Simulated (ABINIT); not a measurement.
# KTaO3 (Pm-3m) in ABINIT: reference runs, part 2 of 2

ABINIT 10.8.3 (patched build). The steps go on from the part before.

## 4. Single point, PBE (atoms moved at random, drawn with an rms of 0.05 Å)

Contents of run.abi:

```
# Pseudopotentials
pp_dirpath "./"
pseudos "Ta.GGA_PBE-JTH.xml, K.GGA_PBE-JTH.xml, O.GGA_PBE-JTH.xml"

# Structure
acell 3*1.0
rprim
     7.5367947028     0.0000000000     0.0000000000
     0.0000000000     7.5367947028     0.0000000000
     0.0000000000     0.0000000000     7.5367947028
ntypat 3
znucl 73 19 8
natom 5
typat 1 2 3 3 3
xred
    -0.0087940000     0.0063740000    -0.0131730000
     0.5086730000     0.4977750000     0.5225520000
    -0.0034950000     0.0010270000     0.4899110000
     0.0004730000     0.5042430000     0.0017690000
     0.4954080000     0.0073200000    -0.0041280000
chkprim 0
chksymtnons 0
tolsym 1.0e-6

# Plane-wave basis
ecut 23.0
pawecutdg 45.0
pawxcdev 0

# k points
kptopt 1
ngkpt 7 7 7
nshiftk 1
shiftk 0.0 0.0 0.0

# Exchange and correlation
ixc 11

# Bands and occupations
nband 24
occopt 3
tsmear 0.00183747

# SCF cycle
nstep 100
tolvrs 1.0e-9

# Output
iomode 3
prtwf 0
prtden 0
prteig 0
prtebands 0
enunit 2
```

Potentials or basis: JTH PAW PBE v2.0.

Started as:

```console
$ abinit run.abi > log 2>&1
```

run.abo:

```text
.Version 10.8.3 of ABINIT
 Symmetries : space group P1 (#  1); Bravais aP (primitive triclinic)
================================================================================
 Values of the parameters that define the memory need of the present run
     intxc =       0    ionmov =       0      iscf =      17    lmnmax =      18
     lnmax =       6     mgfft =      36  mpssoang =       3    mqgrid =    3001
     natom =       5  nloc_mem =       2    nspden =       1   nspinor =       1
    nsppol =       1      nsym =       1    n1xccc =       1    ntypat =       3
    occopt =       3   xclevel =       2
       mpw =        2278          nfft =       46656          nkpt =         172
 PAW method is used; the additional fine FFT grid is defined by:
   mgfftf=        48    nfftf =    110592
================================================================================
================================================================================

--------------------------------------------------------------------------------
------------- Echo of variables that govern the present computation ------------
--------------------------------------------------------------------------------
 -outvars: echo values of preprocessed input variables --------
            acell      1.0000000000E+00  1.0000000000E+00  1.0000000000E+00 Bohr
              amu      1.80947900E+02  3.90983000E+01  1.59994000E+01
          chkprim           0
      chksymtnons           0
             ecut      2.30000000E+01 Hartree
           enunit           2
                       outvar_i_n : Printing only first  50 k-points.
              ixc          11
                       outvar_i_n : Printing only first  50 k-points.
         kptrlatt        7    0    0      0    7    0      0    0    7
          kptrlen      5.27575629E+01
            natom           5
            nband          24
            ngfft          36      36      36
          ngfftdg          48      48      48
             nkpt         172
            nstep         100
             nsym           1
           ntypat           3
                       prtocc : prtvol=0, do not print more k-points.
           occopt           3
        pawecutdg      4.50000000E+01 Hartree
         pawxcdev           0
           prtden           0
        prtebands           0
           prteig           0
            prtwf           0
[... 236 lines left out ...]
iteration_state     : {dtset: 1, }
comment             : Components of total free energy in Hartree
kinetic             :  3.70230141093636E+01
hartree             :  2.93507376069547E+01
xc                  : -2.10826839580301E+01
Ewald energy        : -1.03620386476064E+02
psp_core            :  9.66761441309174E+00
local_psp           : -7.90208917146998E+01
PAW spherical_terms : -8.51013835694236E+00
internal            : -1.36192734376327E+02
'-kT*entropy'       : -1.28745828670335E-12
total_energy        : -1.36192734376328E+02
total_energy_eV     : -3.70599309901055E+03
...

--- !EnergyTermsDC
iteration_state     : {dtset: 1, }
comment             : '"Double-counting" decomposition of free energy'
band_energy         : -1.90590485853848E+01
Ewald energy        : -1.03620386476064E+02
psp_core            :  9.66761441309174E+00
xc_dc               : -2.96316692864933E+01
PAW spherical_terms :  6.45075703243983E+00
internal            : -1.36192732902411E+02
'-kT*entropy'       : -1.28745828670335E-12
total_energy_dc     : -1.36192732902412E+02
total_energy_dc_eV  : -3.70599305890327E+03
...

--- !EnergyTermsWithPAWCore
iteration_state     : {dtset: 1, }
comment             : 'Components of total free energy, including PAW core contributions'
Total energy        : -1.64330793300732E+04
Total energy DC     : -1.64330793285993E+04
Total energy (eV)   : -4.47166868861470E+05
Total energy DC (eV): -4.47166868821363E+05
...

 Cartesian components of stress tensor (hartree/bohr^3)
  sigma(1 1)= -1.97917454E-04  sigma(3 2)=  6.28547048E-06
  sigma(2 2)= -1.94714664E-04  sigma(3 1)= -7.84060166E-06
  sigma(3 3)= -1.91724777E-04  sigma(2 1)=  2.07997007E-06

-Cartesian components of stress tensor (GPa)         [Pressure=  5.7308E+00 GPa]
- sigma(1 1)= -5.82293254E+00  sigma(3 2)=  1.84924926E-01
- sigma(2 2)= -5.72870319E+00  sigma(3 1)= -2.30678465E-01
- sigma(3 3)= -5.64073768E+00  sigma(2 1)=  6.11948321E-02

== END DATASET(S) ==============================================================
================================================================================

 -outvars: echo values of variables after computation  --------
            acell      1.0000000000E+00  1.0000000000E+00  1.0000000000E+00 Bohr
           etotal     -1.3619273290E+02
            fcart      3.3789418965E-03 -1.6954500716E-03  6.3476439698E-03
                      -4.9296701980E-03  2.5958958526E-03 -1.0611476271E-02
                      -5.1991638314E-06  5.9227301971E-04  8.6472795216E-03
                      -1.0774126954E-03 -1.6104025668E-04 -3.0636336896E-03
                       2.6333401608E-03 -1.3316785440E-03 -1.3198135309E-03
            rprim      7.5367947028E+00  0.0000000000E+00  0.0000000000E+00
                       0.0000000000E+00  7.5367947028E+00  0.0000000000E+00
                       0.0000000000E+00  0.0000000000E+00  7.5367947028E+00
           strten     -1.9791745441E-04 -1.9471466374E-04 -1.9172477685E-04
                       6.2854704779E-06 -7.8406016587E-06  2.0799700657E-06
           xangst     -3.5073110176E-02  2.5421424183E-02 -5.2537875864E-02
                       2.0287405245E+00  1.9852760311E+00  2.0840941402E+00
                      -1.3939108490E-02  4.0959840972E-03  1.9539120400E+00
                       1.8864658987E-03  2.0110723555E+00  7.0553026952E-03
                       1.9758357250E+00  2.9194355980E-02 -1.6463702389E-02
             xred     -8.7940000000E-03  6.3740000000E-03 -1.3173000000E-02
                       5.0867300000E-01  4.9777500000E-01  5.2255200000E-01
                      -3.4950000000E-03  1.0270000000E-03  4.8991100000E-01
                       4.7300000000E-04  5.0424300000E-01  1.7690000000E-03
                       4.9540800000E-01  7.3200000000E-03 -4.1280000000E-03
 Calculation completed.
```

Wall time 8.3 min (1 thread of Arm Neoverse V1, shared host); peak memory 0.37 GiB.

Results:

- Free energy: -3705.9931 eV
- Pressure: 5.7 GPa
- Largest force: 0.616 eV/Å
- Band gap on the k mesh: 2.24 eV, indirect (least direct gap 2.81 eV)

Forces in eV/Å, atoms in the order of the input:
```
Ta   0.174 -0.087  0.326
K   -0.253  0.133 -0.546
O    0.000  0.030  0.445
O   -0.055 -0.008 -0.158
O    0.135 -0.068 -0.068
```

Stress tensor (GPa, compression positive):
```
 5.82 -0.06  0.23
-0.06  5.73 -0.18
 0.23 -0.18  5.64
```

Caveat: spin-orbit coupling is left out, which moves the levels of the heavy elements; an odd mesh through Γ misses points on the zone boundary, where band edges often lie; the atomic spheres overlap.
